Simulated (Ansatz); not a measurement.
Computed with Ansatz (plane waves, PAW, 420 eV cutoff): PBE, scalar-relativistic, no spin polarisation, Γ-centred 10×10×6 mesh, 0.05 eV Gaussian smearing; PAW files: Ansatz's generated set soft_2.

A crystal of composition XSe2, relaxed at this level of theory, gives this pattern between 10° and 80°.

Cu Kα1 powder pattern (kinematic, no thermal factors).
| 2θ (°) | relative intensity |
| --- | --- |
| 12.97 | 60 |
| 26.11 | 4 |
| 30.13 | 100 |
| 37.97 | 62 |
| 47.85 | 33 |
| 48.64 | 31 |
| 49.79 | 11 |
| 53.70 | 7 |
| 55.31 | 3 |
| 57.59 | 15 |
| 61.16 | 2 |
| 62.65 | 14 |
| 68.75 | 2 |
| 70.61 | 10 |
| 74.75 | 15 |
| 75.36 | 4 |
| 78.05 | 13 |

**Question.** Which lattice and cell does the pattern come from?

**Answer.** Trigonal, space group P-3m1 (No. 164), a = 3.799 Å, b = 3.799 Å, c = 6.821 Å, α = 90.00°, β = 90.00°, γ = 120.00°. The line positions fix the lattice at most, not the space group, and lines under 1 % of the strongest aren't listed; this is the group of the computed cell.

A compound XSe2 has these computed properties.

- Band gap: 0.41 eV
- Smallest direct gap: 1.11 eV
- Bader charges: X 1.92; Se -0.96 e
- Formation energy from the elements (0 K, uncorrected): -1.36 eV/atom

Sites: X on 1a, Se on 2d.

**Question.** Which element is X?
A. Sr
B. Y
C. Zr
D. Nb

**Answer.** C. X is Zr, so the compound is ZrSe2.

The compound is reported in the structure type of the start.

The structure is built of weakly bound layers, and this functional has no dispersion term, so their spacing and all that hangs on it (volume, the soft elastic constants, low modes, dielectric constants) are poorly given.
